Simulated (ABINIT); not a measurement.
# TiB2 (P6/mmm) in ABINIT: reference runs, part 2 of 2

ABINIT 10.8.3 (patched build). The steps go on from the part before.

**3. Single point, PBEsol (atoms moved at random, drawn with an rms of 0.05 Å)**

Contents of run.abi:

```
# Pseudopotentials
pp_dirpath "./"
pseudos "Ti.upf, B.upf"

# Structure
acell 3.0292 3.0292 3.2284 Angstrom
rprim
     1.0000000000     0.0000000000     0.0000000000
    -0.5000000000     0.8660254038     0.0000000000
     0.0000000000     0.0000000000     1.0000000000
ntypat 2
znucl 22 5
natom 3
typat 1 2 2
xred
    -0.0033710000    -0.0139150000    -0.0152660000
     0.6563980000     0.3134780000     0.5027410000
     0.3314890000     0.6664920000     0.4940860000
chkprim 0
chksymtnons 0
tolsym 1.0e-6

# Plane-wave basis
ecut 42.0

# k points
kptopt 1
ngkpt 10 10 8
nshiftk 1
shiftk 0.0 0.0 0.0

# Exchange and correlation
ixc -116133

# Bands and occupations
nband 13
occopt 3
tsmear 0.05 eV

# SCF cycle
nstep 100
tolvrs 1.0e-10

# Output
iomode 3
prtwf 0
prteig 0
prtebands 0
enunit 1
prtden 1
prtvha 1
prtvclmb 1
prtpot 1
prtelf 1
```

Potentials or basis: PseudoDojo NC SR PBEsol v0.4.1 standard.

Started as:

```console
$ abinit run.abi > log 2>&1
```

run.abo:

```text
.Version 10.8.3 of ABINIT
 Symmetries : space group P1 (#  1); Bravais aP (primitive triclinic)
================================================================================
 Values of the parameters that define the memory need of the present run
     intxc =       0    ionmov =       0      iscf =       7    lmnmax =       6
     lnmax =       6     mgfft =      36  mpssoang =       3    mqgrid =    3001
     natom =       3  nloc_mem =       1    nspden =       1   nspinor =       1
    nsppol =       1      nsym =       1    n1xccc =    2501    ntypat =       2
    occopt =       3   xclevel =       2
       mpw =        2286          nfft =       46656          nkpt =         404
================================================================================
================================================================================

--------------------------------------------------------------------------------
------------- Echo of variables that govern the present computation ------------
--------------------------------------------------------------------------------
 -outvars: echo values of preprocessed input variables --------
            acell      5.7243583806E+00  5.7243583806E+00  6.1007918249E+00 Bohr
              amu      4.78800000E+01  1.08110000E+01
          chkprim           0
      chksymtnons           0
             ecut      4.20000000E+01 Hartree
           enunit           1
                       outvar_i_n : Printing only first  50 k-points.
              ixc     -116133
                       outvar_i_n : Printing only first  50 k-points.
         kptrlatt       10    0    0      0   10    0      0    0    8
          kptrlen      4.88063346E+01
            natom           3
            nband          13
            ngfft          36      36      36
             nkpt         404
            nstep         100
             nsym           1
           ntypat           2
                       prtocc : prtvol=0, do not print more k-points.
           occopt           3
        prtebands           0
           prteig           0
           prtelf           1
           prtpot           1
         prtvclmb           1
           prtvha           1
            prtwf           0
            rprim      1.0000000000E+00  0.0000000000E+00  0.0000000000E+00
                      -5.0000000000E-01  8.6602540380E-01  0.0000000000E+00
                       0.0000000000E+00  0.0000000000E+00  1.0000000000E+00
          spgroup           1
           tolsym      1.00000000E-06
           tolvrs      1.00000000E-10
           tsmear      1.83746611E-03 Hartree
            typat      1  2  2
                       outvars : Printing only first  50 k-points.
           xangst      1.0864225800E-02 -3.6504112192E-02 -4.9284754400E-02
                       1.5135670428E+00  8.2236694801E-01  1.6230490444E+00
                      -5.3223044000E-03  1.7484512212E+00  1.5951072424E+00
            xcart      2.0530411332E-02 -6.8982774512E-02 -9.3134687999E-02
                       2.8602271841E+00  1.5540483067E+00  3.0671181828E+00
                      -1.0057697675E-02  3.3040939526E+00  3.0143158296E+00
             xred     -3.3710000000E-03 -1.3915000000E-02 -1.5266000000E-02
                       6.5639800000E-01  3.1347800000E-01  5.0274100000E-01
                       3.3148900000E-01  6.6649200000E-01  4.9408600000E-01
            znucl       22.00000    5.00000

================================================================================

 chkinp: Checking input parameters for consistency.

================================================================================
== DATASET  1 ==================================================================

--- !DatasetInfo
iteration_state: {dtset: 1, }
dimensions: {natom: 3, nkpt: 404, mband: 13, nsppol: 1, nspinor: 1, nspden: 1, mpw: 2286, }
cutoff_energies: {ecut:  42.0, pawecutdg:  -1.0, }
[... 86 lines left out ...]
- [ -2.20627825E-06,   5.41360077E-05,  -3.02975823E-06, ]
- [  5.57059899E-06,  -3.02975823E-06,   2.06259395E-04, ]
pressure_GPa:  -4.0819E+00
xred      :
- [ -3.3710E-03,  -1.3915E-02,  -1.5266E-02, Ti]
- [  6.5640E-01,   3.1348E-01,   5.0274E-01,  B]
- [  3.3149E-01,   6.6649E-01,   4.9409E-01,  B]
cartesian_forces: # hartree/bohr
- [ -3.97162011E-03,   2.69864509E-03,   1.20916473E-02, ]
- [  8.61495199E-04,   1.54460664E-02,  -9.02269741E-03, ]
- [  3.11012491E-03,  -1.81447115E-02,  -3.06894992E-03, ]
force_length_stats: {min:   1.30101648E-02, max:   1.86633836E-02, mean:   1.65275155E-02, }
...

 Integrated electronic density in atomic spheres:
 ------------------------------------------------
 Atom  Sphere_radius  Integrated_density
    1        2.00000          9.58634000
    2        2.00000          2.81414960
    3        2.00000          2.81885627
================================================================================

 ----iterations are completed or convergence reached----

 Mean square residual over all n,k,spin=   76.390E-07; max=  25.287E-04
 reduced coordinates (array xred) for    3 atoms
      -0.003371000000     -0.013915000000     -0.015266000000
       0.656398000000      0.313478000000      0.502741000000
       0.331489000000      0.666492000000      0.494086000000
 rms dE/dt=  5.3288E-02; max dE/dt=  9.8853E-02; dE/dt below (all hartree)
    1       0.022734970832     -0.024745845197     -0.073768557569
    2      -0.004931513304     -0.074107176734      0.055045664220
    3      -0.017803475661      0.098853063216      0.018723090212

 cartesian coordinates (angstrom) at end:
    1      0.01086422580000    -0.03650411219165    -0.04928475440000
    2      1.51356704280000     0.82236694801400     1.62304904440000
    3     -0.00532230440000     1.74845122118855     1.59510724240000

 cartesian forces (hartree/bohr) at end:
    1     -0.00397162011259     0.00269864509095     0.01209164733159
    2      0.00086149519854     0.01544606642813    -0.00902269741026
    3      0.00311012491405    -0.01814471151908    -0.00306894992133
 frms,max,avg= 9.6512434E-03 1.8144712E-02   1.056E-09 -2.166E-09 -1.076E-08 h/b

 cartesian forces (eV/Angstrom) at end:
    1     -0.20422891755845     0.13876991005552     0.62177750540652
    2      0.04429986426009     0.79426867064959    -0.46396575536351
    3      0.15992905329836    -0.93303858070511    -0.15781175004301
 frms,max,avg= 4.9628689E-01 9.3303858E-01   5.430E-08 -1.114E-07 -5.531E-07 e/A
 length scales=  5.724358380600  5.724358380600  6.100791824881 bohr
              =  3.029200000000  3.029200000000  3.228400000000 angstroms
 Fermi (or HOMO) energy (eV) =  11.70253   Average Vxc (eV)= -12.96167
 Eigenvalues (   eV  ) for nkpt= 404  k points:
 kpt#   1, nband= 13, wtk=  0.00125, kpt=  0.0000  0.0000  0.0000 (reduced coord)
 -44.91526  -21.38242  -21.08239  -21.06248   -1.72469    8.94677    9.26204    9.36649
   9.81024   13.63516   13.69633   15.30226   15.64114
 prteigrs : prtvol=0 or 1, do not print more k-points.

--- !EnergyTerms
iteration_state     : {dtset: 1, }
comment             : Components of total free energy in Hartree
kinetic             :  2.75979286986238E+01
hartree             :  1.21001403786629E+01
xc                  : -1.11987946751522E+01
Ewald energy        : -5.12929658121285E+01
psp_core            :  2.20125275041829E+00
local_psp           : -4.52886580483883E+01
non_local_psp       :  5.84622533357694E-01
internal            : -6.52964741746063E+01
'-kT*entropy'       : -2.10304221574277E-04
total_energy        : -6.52966844788279E+01
total_energy_eV     : -1.77681330193534E+03
band_energy         : -5.64662855478006E+00
...

 Cartesian components of stress tensor (hartree/bohr^3)
  sigma(1 1)=  1.55825005E-04  sigma(3 2)= -3.02975823E-06
  sigma(2 2)=  5.41360077E-05  sigma(3 1)=  5.57059899E-06
  sigma(3 3)=  2.06259395E-04  sigma(2 1)= -2.20627825E-06

-Cartesian components of stress tensor (GPa)         [Pressure= -4.0819E+00 GPa]
- sigma(1 1)=  4.58452993E+00  sigma(3 2)= -8.91385647E-02
- sigma(2 2)=  1.59273634E+00  sigma(3 1)=  1.63892681E-01
- sigma(3 3)=  6.06836091E+00  sigma(2 1)= -6.49109470E-02

== END DATASET(S) ==============================================================
================================================================================

 -outvars: echo values of variables after computation  --------
            acell      5.7243583806E+00  5.7243583806E+00  6.1007918249E+00 Bohr
           etotal     -6.5296684479E+01
            fcart     -3.9716201126E-03  2.6986450909E-03  1.2091647332E-02
                       8.6149519854E-04  1.5446066428E-02 -9.0226974103E-03
                       3.1101249140E-03 -1.8144711519E-02 -3.0689499213E-03
            rprim      1.0000000000E+00  0.0000000000E+00  0.0000000000E+00
                      -5.0000000000E-01  8.6602540380E-01  0.0000000000E+00
                       0.0000000000E+00  0.0000000000E+00  1.0000000000E+00
           strten      1.5582500512E-04  5.4136007697E-05  2.0625939507E-04
                      -3.0297582322E-06  5.5705989859E-06 -2.2062782462E-06
           xangst      1.0864225800E-02 -3.6504112192E-02 -4.9284754400E-02
                       1.5135670428E+00  8.2236694801E-01  1.6230490444E+00
                      -5.3223044000E-03  1.7484512212E+00  1.5951072424E+00
             xred     -3.3710000000E-03 -1.3915000000E-02 -1.5266000000E-02
                       6.5639800000E-01  3.1347800000E-01  5.0274100000E-01
                       3.3148900000E-01  6.6649200000E-01  4.9408600000E-01
 Calculation completed.
```

Run time: 7.2 min. Hardware: 1 thread of Arm Neoverse V1, shared host; peak memory 0.24 GiB.

Results:

| Item | Value |
| --- | --- |
| Free energy | -1776.8133 eV |
| Pressure | -4.1 GPa |
| Largest force | 0.960 eV/Å |
| Band gap on the k mesh | none (metal or under the smearing width) |
| Valence electrons inside the program's atomic spheres | Ti 9.59; B 2.81, 2.82 |

Forces on the atoms (eV/Å):
```
Ti  -0.204  0.139  0.622
B    0.044  0.794 -0.464
B    0.160 -0.933 -0.158
```

Levels at points of the mesh, in eV from the Fermi level:
```tsv
k point	band 7	band 8	band 9	band 10	band 11	band 12
(0.00, 0.00, 0.00)	-2.44	-2.34	-1.89	1.93	1.99	3.60
(0.50, 0.00, 0.00)	-3.25	-3.22	-2.24	1.43	2.84	3.32
(0.00, 0.50, 0.00)	-3.08	-3.02	-2.20	1.40	2.83	3.12
(0.50, 0.50, 0.00)	-3.27	-3.24	-2.25	1.44	2.84	3.32
(0.00, 0.00, 0.50)	-0.86	-0.29	-0.18	0.05	0.53	0.60
(0.50, 0.00, 0.50)	-4.60	-3.72	-3.14	2.57	3.02	4.55
(0.00, 0.50, 0.50)	-4.53	-3.92	-2.94	2.55	3.02	4.57
(0.50, 0.50, 0.50)	-4.61	-3.71	-3.16	2.58	3.02	4.58
```
